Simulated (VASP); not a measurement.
Mo, 2 atoms in the cell. It takes space group C2/c (No. 15, monoclinic). The conventional cell has a = 2.652 Å, b = 7.721 Å, c = 3.194 Å, α = 90.00°, β = 92.02°, γ = 90.00°. Mo (site symmetry 2) has 8 Mo at 2.58 to 2.80 Å as nearest neighbours. The cell was built by a generator and needn't be a form met in nature.

* Program: VASP 6.6.1
* Task: single point
* Functional: PBE
* Potentials or basis: VASP PAW PBE potentials, release 64 (Mo_sv)
* Cutoff: 520 eV
* k mesh: 8 × 8 × 6
* Occupations: gaussian, width 0.1 eV
* Spin: no spin polarisation
* Dipole correction: no
* Further INCAR settings: ALGO = Normal; EDIFF = 1e-06; NBANDS = 21

Potentials or basis: VASP PAW PBE potentials, release 64 (Mo_sv).

The run is started by

```sh
$ cat potpaw_PBE.64/Mo_sv/POTCAR > POTCAR
$ mpirun -np 1 vasp_std > vasp.out
```

Hardware: 1 thread of Intel(R) Xeon(R) 6975P-C (Granite Rapids), with other jobs on the host.

Problem. Estimate the wall time of this run.

Solution. Wall time 26 s on 1 thread of Intel(R) Xeon(R) 6975P-C (Granite Rapids), with other jobs on the host, peak memory 0.19 GiB. Counts: scf iterations 11, k points 114.
